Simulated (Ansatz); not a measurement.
# RbCl: H interstitial

Computed with Ansatz, DFT PBEsol, scalar-relativistic, plane waves, PAW. Settings: 420 eV cutoff, 2×2×2 k-mesh, shifted by half a step, Gaussian smearing of 0.01 eV, collinear spin in charge 0 alone.

Host crystal, relaxed:

```xyz
2
Lattice="0.0000 3.2701 3.2701 3.2701 0.0000 3.2701 3.2701 3.2701 0.0000" Properties=species:S:1:pos:R:3 pbc="T T T"
Rb    0.0000    0.0000    0.0000
Cl    3.2701    3.2701    3.2701
```

Supercell of 32 atoms, rows in host cell vectors: 1 -3 1; -3 1 1; 1 1 -3. Atoms relax at the host's cell, keeping the symmetry that the supercell leaves at the site. The cell is small, so energies carry finite-size errors of tenths of an eV. The host's Kohn–Sham gap is 4.90 eV.

Defect: H interstitial at (0.250, 0.250, 0.250) of the host cell, charge 0.

Question: Give the relaxed supercell.

Answer:
```
Rb Cl H
1.0
    -6.54029    6.54029   -6.54029
     6.54029   -6.54029   -6.54029
    -6.54029   -6.54029    6.54029
Rb Cl H
16 16 1
Cartesian
  -3.2718 -0.0005 -3.2718
  -3.2718 -3.2718 -0.0005
  -3.2718 -6.5386 3.2706
  -6.5386 3.2706 -3.2718
  -3.2718 3.2706 -6.5386
  -6.5408 0.0017 0.0017
  -6.5386 -3.2718 3.2706
  3.2706 -6.5386 -3.2718
  -6.5508 -6.5508 -6.5508
  -3.2596 -3.2596 -6.5508
  -3.2596 -6.5508 -3.2596
  -0.0005 -3.2718 -3.2718
  3.2706 -3.2718 -6.5386
  0.0017 -6.5408 0.0017
  -6.5508 -3.2596 -3.2596
  0.0017 0.0017 -6.5408
  -6.5420 0.0061 -3.2685
  -6.5420 -3.2685 0.0061
  -0.0017 -0.0017 -3.2763
  -3.2685 -3.2685 3.2640
  -0.0017 -3.2763 -0.0017
  -9.8100 -0.0005 -0.0005
  -3.2685 3.2640 -3.2685
  0.0061 -6.5420 -3.2685
  -3.2763 -0.0017 -0.0017
  -0.0005 -9.8100 -0.0005
  -0.0005 -0.0005 -9.8100
  -3.2697 -3.2697 -3.2697
  0.0061 -3.2685 -6.5420
  -3.2685 -6.5420 0.0061
  3.2640 -3.2685 -3.2685
  -3.2685 0.0061 -6.5420
  -4.9052 -4.9052 -4.9052
```
Around the defect: 4 Cl at 2.83 Å, 4 Rb at 2.85 Å. The run ended with a moment of 1.00 μB, which may not be the ground spin state.